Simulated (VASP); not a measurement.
Wanted: the native input for a VASP 6.6.1 run.

* Task: relaxation of cell and atoms
* Functional: r2SCAN
* Potentials or basis: VASP PAW PBE potentials, release 64 (Mo_sv)
* Cutoff: 600 eV
* k mesh: 18 × 18 × 18
* Occupations: gaussian, width 0.1 eV
* Spin: no spin polarisation
* Further INCAR settings: ALGO = Normal; EDIFF = 1e-07; IBRION = 2; EDIFFG = -0.005; NSW = 90; ISIF = 3

The structure of Mo lies in POSCAR:

```
Mo
1.0
   -1.5838089700      1.5838089700      1.5838089700
    1.5838089700     -1.5838089700      1.5838089700
    1.5838089700      1.5838089700     -1.5838089700
Mo
1
Direct
    0.0000000000      0.0000000000      0.0000000000
```

The input as run:

INCAR

```
ALGO = Normal ; EDIFF = 1E-7
EDIFFG = -0.005 ; ENCUT = 600
IBRION = 2 ; ISIF = 3
ISMEAR = 0 ; LASPH = T
LCHARG = F ; LMIXTAU = T
LREAL = F ; LWAVE = F
METAGGA = R2SCAN ; NELM = 80
NSW = 90 ; PREC = Accurate
SIGMA = 0.1
```

KPOINTS

```
k-points
0
Gamma
  18 18 18
```

Potentials or basis: VASP PAW PBE potentials, release 64 (Mo_sv).

Command:

```console
$ cat potpaw_PBE.64/Mo_sv/POTCAR > POTCAR
$ mpirun -np 1 vasp_std > vasp.out
```

It gave:

| Quantity | Value |
| --- | --- |
| Relaxed volume | 15.70 Å³/atom |
| Relaxed cell | a = 2.732 Å, b = 2.732 Å, c = 2.732 Å, α = 109.47°, β = 109.47°, γ = 109.47° |
| Space group after relaxing (to 0.05 Å) | Im-3m (No. 229) |
| Energy gained by relaxing | 2.0 meV/atom |
| Ionic steps | 3 |
| Pressure after relaxing | 0.0 GPa |
| Band gap on the k mesh | none (metal or under the smearing width) |

Caveat: the PAW data sets were made with another functional, which shifts forces and pressure a little.

It took 3.8 min on 1 thread of Intel(R) Xeon(R) Platinum 8488C (Sapphire Rapids) (shared host), peak memory 0.18 GiB.
